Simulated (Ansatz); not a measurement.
Results of B3LYP (VWN-RPA form) in Ansatz (plane waves, PAW) for zinc-blende AlSb.

Settings: plane-wave cutoff 460 eV, 8×8×8 k mesh, Fermi–Dirac smearing 0.01 eV, scalar-relativistic PAW data made under PBE.

Equation-of-state points:

```csv
V (Å³/atom),E − E_lowest (meV/atom)
28.782,14.24
29.323,5.96
30.297,0.00
31.055,2.32
31.812,9.86
```

What bulk modulus B0 and pressure derivative B′ does a third-order Birch–Murnaghan fit give?

V0 = 30.367 Å³/atom, B0 = 50.1 GPa, B′ = 4.5 (fit to the energies at full precision).

Measured, for comparison: bulk modulus 58.2 GPa (temperature not stated, no zero-point or thermal correction; as tabulated in Toher et al. (2017), arXiv:1611.05714); equilibrium volume per atom 28.77 Å³/atom (low temperature, thermal expansion removed or low-temperature value; zero-point expansion not removed; as tabulated in Zhang et al. (2018), doi:10.1088/1367-2630/aac7f0). Computed (rounded) less measured: bulk modulus -14 %, equilibrium volume per atom +5.6 %.

Spin–orbit coupling is not included.

Computed values are for the static lattice.

Cost on a shared machine: around 9 core-minutes (rough).

Ansatz is a program for electronic structure.
